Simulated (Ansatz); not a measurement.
Level of theory: DFT PBE, scalar-relativistic, plane waves, PAW in Ansatz. All cells share a 420 eV cutoff and Γ-centred k meshes spaced at most about 0.3 Å⁻¹ (about 0.25 or finer for metals, 2π included). No spin polarisation.

Each guess is relaxed in cell and atoms at zero pressure, on a coarse mesh first where it starts far from rest and then on a converged one. The steps can't lower the symmetry of the start, but it can rise. Energies are static (0 K, no zero-point motion).

Two unrelaxed guesses for Lu:

A.

```yaml
crystal:
  lattice:
    - [-1.72454, 1.72454, 2.51752]
    - [1.72454, -1.72454, 2.51752]
    - [1.72454, 1.72454, -2.51752]
  atoms:
    - { symbol: Lu, position: [0.00000, 0.00000, 0.00000] }
```

B.

```yaml
crystal:
  lattice:
    - [2.86397, 0.00000, 0.00000]
    - [0.00000, 2.86397, 0.00000]
    - [0.00000, 0.00000, 2.57298]
  atoms:
    - { symbol: Lu, position: [0.50000, 0.50000, 0.50000] }
```

Question: Where do they end, and which end is lower?

Answer: A ends lower, by 0.81 eV/atom. A: I4/mmm at 29.9 Å³/atom → Fm-3m (fcc type) at 28.9 Å³/atom; B: P4/mmm at 21.1 Å³/atom → Pm-3m (simple cubic type) at 33.0 Å³/atom. Counting all near atoms (those within 1.25 times the shortest distance at each site), the end of A has Lu 12 and the end of B has Lu 6. End of A. Conventional cell: a = 4.872 Å. Around Lu lie 12 Lu at 3.44 Å. End of B. Conventional cell: a = 3.206 Å. Lu has 6 Lu at 3.21 Å.

Ends held by symmetry can be saddle points.
